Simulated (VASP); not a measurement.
The system is HfSiO4.

```xyz
12
Lattice="-3.2794 3.2794 2.9794 3.2794 -3.2794 2.9794 3.2794 3.2794 -2.9794" Properties=species:S:1:pos:R:3 pbc="T T T"
Hf    0.0000    0.0000    0.0000
Hf    0.0000    3.2794    1.4897
Si    3.2794    0.0000    1.4897
Si    0.0000    0.0000    2.9794
O     3.2794    2.0639   -1.0878
O     4.4949    0.0000    0.4019
O     2.0639    0.0000    0.4019
O     0.0000    1.2155    1.8916
O     2.0639    3.2794    1.0878
O     3.2794    1.2155    2.5775
O     3.2794   -1.2155    2.5775
O     1.2155    0.0000    4.0672
```

The cell is a database's computed one.

Program: VASP 6.6.1. Alike in all runs: task single point; potentials or basis VASP PAW PBE potentials, release 64 (Hf_pv, Si, O); no spin polarisation; cell as given; cutoff (eV) 520. Hardware: 1 thread of Intel(R) Xeon(R) 6975P-C (Granite Rapids), on a shared host.

Task: Order these runs on this cell by their wall time, lowest first.
A. level PBEsol; k mesh 8 × 8 × 8; smearing gaussian 0.02 eV
B. level PBEsol; k mesh 6 × 6 × 6; smearing gaussian 0.5 eV
C. level r2SCAN; k mesh 6 × 6 × 6; smearing gaussian 0.02 eV

Result: B (84 s), A (180 s), C (430 s).
